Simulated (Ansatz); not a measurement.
# HfO2: response to strain

Aim: deform HfO2 (equal xx and yy strain of -3 %) and compute stress, forces and field gradients with LAPW, PAW and all-electron datasets made for the crystal.

Computed with Ansatz 0.2.0 (DFT PBE, scalar-relativistic, unless a step's input says otherwise).

## Step 1: The starting structure

Symmetry: Fm-3m, No. 225, cubic system. Conventional cell: a = 5.115 Å, b = 5.115 Å, c = 5.115 Å, α = 90.00°, β = 90.00°, γ = 90.00°. Hf (site symmetry m-3m) has 8 O at 2.21 Å as nearest neighbours. O (site symmetry -43m) has 4 Hf at 2.21 Å as nearest neighbours.

Structure file:

```cif
data_structure
_symmetry_space_group_name_H-M 'Fm-3m'
_symmetry_Int_Tables_number 225
_cell_length_a 5.1150
_cell_length_b 5.1150
_cell_length_c 5.1150
_cell_angle_alpha 90.000
_cell_angle_beta 90.000
_cell_angle_gamma 90.000
_cell_volume 133.82
loop_
_atom_site_label
_atom_site_type_symbol
_atom_site_symmetry_multiplicity
_atom_site_Wyckoff_symbol
_atom_site_fract_x
_atom_site_fract_y
_atom_site_fract_z
_atom_site_occupancy
Hf1 Hf 4 a 0.00000 0.00000 0.00000 1
O1 O 8 c 0.25000 0.75000 0.75000 1
```

The file gives the conventional cell by its symmetry; the runs use the cell typed in the input.

Atoms are numbered in the order of the input: Hf1, O2, O3.

## Step 2: After the deformation

Space group Fm-3m before, I4/mmm after.

## Step 3: Full-potential LAPW

input.yaml

```yaml
crystal:
  lattice:
    - [0.0, 2.480775, 2.5575]
    - [2.480775, 0.0, 2.5575]
    - [2.480775, 2.480775, 0.0]
  atoms:
    - { symbol: Hf, position: [0.0, 0.0, 0.0] }
    - { symbol: O, position: [0.25, 0.25, 0.25] }
    - { symbol: O, position: [0.75, 0.75, 0.75] }
kpoints:
  mp_grid: { grid: [9, 9, 9] }
  band_path:
    path:
      - [0.0, 0.0, 0.0]
      - [0.0, 0.5, 0.5]
      - [0.25, 0.75, 0.5]
      - [0.0, 0.5, 0.0]
      - [0.0, 0.0, 0.0]
      - [0.5, 0.5, 0.0]
      - [0.3676125, 0.6323875, 0.0]
      - [-0.3676125, 0.3676125, 0.0]
      - [0.0, 0.0, 0.0]
    npoints: 5
scf:
  occupations: { method: fermi_dirac, width: 0.01 }
hamiltonian:
  xc: pbe
  pseudopotentials: { kind: all_electron, lapw: { basis_error: 0.001 } }
output:
  forces: true
  stress: true
  eigenvalues: true
```

Started as:

```sh
$ ansatz run input.yaml --threads 1 --pin off --max-ram 4096MiB --backend cpu --events-out ev --progress --plain --runs-dir out
```

## Step 4: PAW with frozen cores

input.yaml

```yaml
crystal:
  lattice:
    - [0.0, 2.480775, 2.5575]
    - [2.480775, 0.0, 2.5575]
    - [2.480775, 2.480775, 0.0]
  atoms:
    - { symbol: Hf, position: [0.0, 0.0, 0.0] }
    - { symbol: O, position: [0.25, 0.25, 0.25] }
    - { symbol: O, position: [0.75, 0.75, 0.75] }
kpoints:
  mp_grid: { grid: [9, 9, 9] }
scf:
  occupations: { method: fermi_dirac, width: 0.01 }
hamiltonian:
  xc: pbe
  pseudopotentials: { kind: paw }
output:
  forces: true
  stress: true
  eigenvalues: true
  efg: { contact_densities: true }
  write_density: true
  write_potential: true
  elf: true
  volumetric_format: npy
```

## Step 5: All-electron PAW on datasets made for the crystal

input.yaml: that of step 4 with these lines changed.

```diff
@@ -15,3 +15,3 @@
   xc: pbe
-  pseudopotentials: { kind: paw }
+  pseudopotentials: { kind: all_electron, datasets: crystal }
 output:
@@ -21,5 +21 @@
   efg: { contact_densities: true }
-  write_density: true
-  write_potential: true
-  elf: true
-  volumetric_format: npy
```

(Steps that only read results are left out.)

**Question.** What will these runs give? Wanted: pressure; largest shear or deviatoric stress.

As calculated:

```
                                 quantity                                              value
                                 pressure  LAPW 13.93, PAW 13.90, crystal datasets 13.93 GPa
largest shear or deviatoric stress (LAPW)                                           9.79 GPa
```

**Reading.** The largest part of the stress beyond the pressure is 9.79 GPa in size, in the zz component; the atoms are carried along and not relaxed. No run of the undeformed cell stands beside it, so the pressure holds what the given cell had before the change. PAW: stress within 0.04 GPa of LAPW. Crystal datasets: stress within 0.01 GPa of LAPW. Spin-orbit coupling is left out, though the cell holds Hf; in elements this heavy it can shift bands and gaps by tenths of an eV.

These are semilocal Kohn-Sham gaps, which aren't the measured quantity. Such gaps usually fall short of the measured ones.
